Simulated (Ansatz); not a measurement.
BaSnO3:
```yaml
crystal:
  lattice:
    - [4.17601, 0.00000, 0.00000]
    - [0.00000, 4.17601, 0.00000]
    - [0.00000, 0.00000, 4.17601]
  atoms:
    - { symbol: Sn, position: [0.00000, 0.00000, 0.00000] }
    - { symbol: Ba, position: [0.50000, 0.50000, 0.50000] }
    - { symbol: O, position: [0.50000, 0.00000, 0.00000] }
    - { symbol: O, position: [0.00000, 0.50000, 0.00000] }
    - { symbol: O, position: [0.00000, 0.00000, 0.50000] }
```

Cartesian axes are those of the cell as given.

Give the high-frequency dielectric tensor and the Born effective charge tensors of the independent atoms from DFPT, PBE (plane waves, PAW; program Ansatz).


ε∞:
```
5.21  0.00  0.00
0.00  5.21  0.00
0.00  0.00  5.21
```
Z* of atom 1 (Sn), rows: field, columns: displacement, in e:
```
4.50  0.00  0.00
0.00  4.50  0.00
0.00  0.00  4.50
```
Z* of atom 2 (Ba), rows: field, columns: displacement, in e:
```
2.76  0.00  0.00
0.00  2.76  0.00
0.00  0.00  2.76
```
Z* of atom 3 (O), rows: field, columns: displacement, in e:
```
-3.60   0.00   0.00
 0.00  -1.82   0.00
 0.00   0.00  -1.82
```

Static charges for comparison (Bader): Sn1 +2.43, Ba2 +1.55, O3 -1.33 e. Born charges measure polarisation by displacement and can exceed these by far.

Space group Pm-3m (cubic perovskite). The PBE relaxation kept the symmetry of its start. At this level the phase is dynamically unstable (imaginary phonons). Scalar-relativistic: spin–orbit coupling is off unless named, which matters more the heavier the elements.

Potentials: the later of the program's two PAW sets.
